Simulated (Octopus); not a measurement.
## CdTe under changes of volume

One of the cells (32.922 Å³/atom); the others are scaled copies at fixed shape and fractional positions:

```
Te Cd
1.0
     0.00000    3.20500    3.20500
     3.20500    0.00000    3.20500
     3.20500    3.20500    0.00000
Te Cd
1 1
Direct
  0.75000 0.75000 0.75000
  0.00000 0.00000 0.00000
```

```yaml
Program: Octopus 16.4
Functional: PBEsol
Potentials_or_basis: pseudodojo_pbesol (PseudoDojo 0.4, PBEsol)
Grid_spacing: 0.119 Å
k_mesh: 7 × 7 × 7
Occupations: fermi-dirac, width 0.05 eV
Spin: no spin polarisation
```

```csv
volume (Å³/atom),energy over the lowest point (meV/atom),gap on the mesh (eV)
30.947,?,?
31.605,17.37,0.88
32.263,6.26,0.82
32.922,1.14,0.76
33.580,0.00,0.70
34.239,2.39,0.64
```

Problem. What does the run at 30.947 Å³/atom give?

Solution. Energy over the lowest point 34.29 meV/atom; gap on the mesh 0.94 eV.

Worked out: A Birch-Murnaghan fit of order 3 (a polynomial in V^(-2/3)) to the other rows has its minimum at 33.41 Å³/atom with B0 = V·E''(V) = 43 GPa (rough, since the energies scatter). It gives 35.67 meV/atom at 30.947 Å³/atom, against the run's 34.29. A straight line through the other rows of the gap, of slope -3 eV per unit of ln V (its deformation potential), extrapolates to 0.94 eV, against the run's 0.94.

Energies are extrapolated to zero smearing.

Caveats: spin-orbit coupling is left out, which moves the levels of the heavy elements.
